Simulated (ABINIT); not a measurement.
# CuCl2 (I4/mmm) in ABINIT: single point with LDA

Aim: the single point of CuCl2 with LDA.

Everything below comes from runs of ABINIT 10.8.3 (patched build). Logs are shortened: lines on timing, memory, paths and dates and some standing lists are left out, and cuts for length are marked. The log counts tension as positive stress, the text compression.

## Step 1: Starting point

It takes space group I4/mmm (No. 139, tetragonal). Conventional cell: a = 4.510 Å, b = 4.510 Å, c = 13.720 Å, α = 90.00°, β = 90.00°, γ = 90.00°. Around Cu (site symmetry 4/mmm) lie 4 Cl at 2.25 Å. Cl (site symmetry mmm) has 2 Cu at 2.25 Å as nearest neighbours.

Measurements of this composition are mostly on another form, of space group No. 12.

## Step 2: Single point, LDA

Input file run.abi:

```
# Pseudopotentials
pp_dirpath "./"
pseudos "Cu.hgh, Cl.hgh"

# Structure
acell 3*1.0
rprim
    -4.2610659596     4.2610659596    12.9633379115
     4.2610659596    -4.2610659596    12.9633379115
     4.2610659596     4.2610659596   -12.9633379115
ntypat 2
znucl 29 17
natom 3
typat 1 2 2
xcart
     0.0000000000     0.0000000000     0.0000000000
     4.2610659596     0.0000000000     0.0000000000
     0.0000000000     4.2610659596     0.0000000000

# Plane-wave basis
ecut 761.918815 eV

# k points
kptopt 1
ngkpt 6 6 6
nshiftk 1
shiftk 0.0 0.0 0.0

# Exchange and correlation
ixc 7

# Bands and occupations
nband 12
occopt 3
tsmear 0.05 eV

# SCF cycle
nstep 100
tolvrs 1.0e-10

# Output
iomode 3
prtwf 0
prtden 0
prteig 0
prtebands 0
prtvol 2
```

Potentials or basis: HGH LDA.

The run is started by

```console
> abinit run.abi > log 2>&1
```

run.abo:

```text
.Version 10.8.3 of ABINIT
 Symmetries : space group I4/m m m (#139); Bravais tI (body-center tetrag.)
================================================================================
 Values of the parameters that define the memory need of the present run
     intxc =       0    ionmov =       0      iscf =       7    lmnmax =       6
     lnmax =       6     mgfft =      72  mpssoang =       3    mqgrid =    3001
     natom =       3  nloc_mem =       1    nspden =       1   nspinor =       1
    nsppol =       1      nsym =      16    n1xccc =       0    ntypat =       2
    occopt =       3   xclevel =       1
       mpw =        6691          nfft =      373248          nkpt =          30
================================================================================
================================================================================

--------------------------------------------------------------------------------
------------- Echo of variables that govern the present computation ------------
--------------------------------------------------------------------------------
 -outvars: echo values of preprocessed input variables --------
            acell      1.0000000000E+00  1.0000000000E+00  1.0000000000E+00 Bohr
              amu      6.35460000E+01  3.54527000E+01
             ecut      2.80000000E+01 Hartree
              ixc           7
         kptrlatt        6    0    0      0    6    0      0    0    6
          kptrlen      5.11327915E+01
            natom           3
            nband          12
            ngfft          72      72      72
             nkpt          30
            nstep         100
             nsym          16
           ntypat           2
           occopt           3
           prtden           0
        prtebands           0
           prteig           0
           prtvol           2
            prtwf           0
            rprim     -4.2610659596E+00  4.2610659596E+00  1.2963337912E+01
                       4.2610659596E+00 -4.2610659596E+00  1.2963337912E+01
                       4.2610659596E+00  4.2610659596E+00 -1.2963337912E+01
          spgroup         139
           tolvrs      1.00000000E-10
           tsmear      1.83746611E-03 Hartree
            typat      1  2  2
           xangst      0.0000000000E+00  0.0000000000E+00  0.0000000000E+00
                       2.2548589984E+00  1.0983207043E-16 -8.9202665996E-17
                       1.0983207043E-16  2.2548589984E+00 -8.9202665996E-17
            xcart      0.0000000000E+00  0.0000000000E+00  0.0000000000E+00
                       4.2610659596E+00  2.0755253296E-16 -1.6856860843E-16
                       2.0755253296E-16  4.2610659596E+00 -1.6856860843E-16
             xred      0.0000000000E+00  0.0000000000E+00  0.0000000000E+00
[... 246 lines left out ...]
  -0.68026   -0.63814   -0.28836   -0.28836   -0.22495   -0.17018   -0.16503   -0.16503
   0.00069    0.08699    0.17399    0.17980
      occupation numbers for kpt#   1
   2.00000    2.00000    2.00000    2.00000    2.00000    1.70458    0.51902    0.51902
   0.00000    0.00000    0.00000    0.00000
 kpt#   2, nband= 12, wtk=  0.03704, kpt=  0.1667  0.0000  0.0000 (reduced coord)
  -0.67786   -0.64145   -0.28702   -0.28427   -0.22170   -0.17681   -0.17492   -0.17421
   0.02211    0.09803    0.15697    0.19353
      occupation numbers for kpt#   2
   2.00000    2.00000    2.00000    2.00000    2.00000    1.99064    1.97415    1.96212
   0.00000    0.00000    0.00000    0.00000
 kpt#   3, nband= 12, wtk=  0.03704, kpt=  0.3333  0.0000  0.0000 (reduced coord)
  -0.67104   -0.65009   -0.28304   -0.27379   -0.21252   -0.19802   -0.19604   -0.18501
   0.06962    0.12233    0.14376    0.19273
      occupation numbers for kpt#   3
   2.00000    2.00000    2.00000    2.00000    2.00000    2.00000    2.00000    1.99989
[... 148 lines left out ...]
      occupation numbers for kpt#  28
   2.00000    2.00000    2.00000    2.00000    2.00000    1.99059    1.97421    1.96078
   0.00000    0.00000    0.00000    0.00000
 kpt#  29, nband= 12, wtk=  0.00926, kpt= -0.3333 -0.3333  0.3333 (reduced coord)
  -0.68025   -0.63814   -0.28838   -0.28838   -0.22537   -0.17015   -0.16502   -0.16502
   0.00335    0.09831    0.13858    0.19465
      occupation numbers for kpt#  29
   2.00000    2.00000    2.00000    2.00000    2.00000    1.70090    0.51625    0.51625
   0.00000    0.00000    0.00000    0.00000
 kpt#  30, nband= 12, wtk=  0.00463, kpt=  0.5000  0.5000  0.5000 (reduced coord)
  -0.68025   -0.63814   -0.28838   -0.28838   -0.22551   -0.17015   -0.16502   -0.16502
   0.00422    0.10690    0.12570    0.19467
      occupation numbers for kpt#  30
   2.00000    2.00000    2.00000    2.00000    2.00000    1.70063    0.51623    0.51623
   0.00000    0.00000    0.00000    0.00000
 Total charge density [el/Bohr^3]
)     Maximum=    2.8039E-01  at reduced coord.    0.5139    0.9722    0.5556
)Next maximum=    2.8039E-01  at reduced coord.    0.0417    0.5833    0.5556
)     Minimum=    5.9053E-06  at reduced coord.    0.2639    0.2639    0.0000
)Next minimum=    5.9053E-06  at reduced coord.    0.7361    0.7361    0.0000
   Integrated=    1.5000E+01

--- !EnergyTerms
iteration_state     : {dtset: 1, }
comment             : Components of total free energy in Hartree
kinetic             :  1.12626475600627E+01
hartree             :  1.45043631437574E+01
xc                  : -5.82552087639905E+00
Ewald energy        : -1.27917001671804E+01
psp_core            :  3.18234701088121E-02
local_psp           : -4.37656687199716E+01
non_local_psp       :  5.94540260316526E+00
internal            : -3.06386529864568E+01
'-kT*entropy'       : -9.16512945351981E-04
total_energy        : -3.06395694994021E+01
total_energy_eV     : -8.33745160058810E+02
band_energy         : -5.16527077763392E+00
...

 Cartesian components of stress tensor (hartree/bohr^3)
  sigma(1 1)=  8.38099790E-04  sigma(3 2)=  0.00000000E+00
  sigma(2 2)=  8.38099790E-04  sigma(3 1)=  0.00000000E+00
  sigma(3 3)=  1.85948151E-05  sigma(2 1)=  0.00000000E+00

-Cartesian components of stress tensor (GPa)         [Pressure= -1.6621E+01 GPa]
- sigma(1 1)=  2.46577471E+01  sigma(3 2)=  0.00000000E+00
- sigma(2 2)=  2.46577471E+01  sigma(3 1)=  0.00000000E+00
- sigma(3 3)=  5.47078349E-01  sigma(2 1)=  0.00000000E+00

== END DATASET(S) ==============================================================
================================================================================

 -outvars: echo values of variables after computation  --------
            acell      1.0000000000E+00  1.0000000000E+00  1.0000000000E+00 Bohr
           etotal     -3.0639569499E+01
            fcart     -0.0000000000E+00 -0.0000000000E+00 -0.0000000000E+00
                      -0.0000000000E+00 -0.0000000000E+00 -0.0000000000E+00
                      -0.0000000000E+00 -0.0000000000E+00 -0.0000000000E+00
            rprim     -4.2610659596E+00  4.2610659596E+00  1.2963337912E+01
                       4.2610659596E+00 -4.2610659596E+00  1.2963337912E+01
                       4.2610659596E+00  4.2610659596E+00 -1.2963337912E+01
           strten      8.3809979028E-04  8.3809979028E-04  1.8594815137E-05
                       0.0000000000E+00  0.0000000000E+00  0.0000000000E+00
           xangst      0.0000000000E+00  0.0000000000E+00  0.0000000000E+00
                       2.2548589984E+00  1.0983207043E-16 -8.9202665996E-17
                       1.0983207043E-16  2.2548589984E+00 -8.9202665996E-17
             xred      0.0000000000E+00  0.0000000000E+00  0.0000000000E+00
                       1.0819361187E-17  5.0000000000E-01  5.0000000000E-01
                       5.0000000000E-01  1.0819361187E-17  5.0000000000E-01
 Calculation completed.
```

Wall time 3.1 min (1 thread of Arm Neoverse V1, shared host); peak memory 0.18 GiB.

Results:

```yaml
Free_energy: -833.7452 eV
Band_gap_on_the_k_mesh: none (metal or under the smearing width)
Valence_electrons_inside_the_program's_atomic_spheres: Cu 0.38; Cl 4.89
```

Levels at points of the mesh, in eV from the Fermi level:
```csv
k point,band 5,band 6,band 7,band 8,band 9,band 10
"(0.00, 0.00, 0.00)",-1.58,-0.09,0.05,0.05,4.56,6.91
"(0.50, 0.00, 0.00)",-1.13,-1.13,-0.89,-0.86,7.38,7.79
"(0.50, 0.50, 0.00)",-0.80,-0.80,-0.48,0.71,6.55,9.21
"(0.50, 0.50, 0.50)",-1.59,-0.09,0.05,0.05,4.66,7.45
```

Caveat: the cutoff is too short for stress, so the log's stress isn't used; HGH potentials are hard and often keep d shells in the core, so these values are rough; an odd number of electrons without spin polarisation forces a metal; a magnetic or distorted state may lie lower; the run has no spin polarisation, though such a crystal can be magnetic; semilocal functionals often make such compounds metallic where correlation or magnetic order opens a gap, which also shifts bond lengths. With open d or f shells a metallic result of LDA can be an artefact of self-interaction; +U or a hybrid may open a gap.
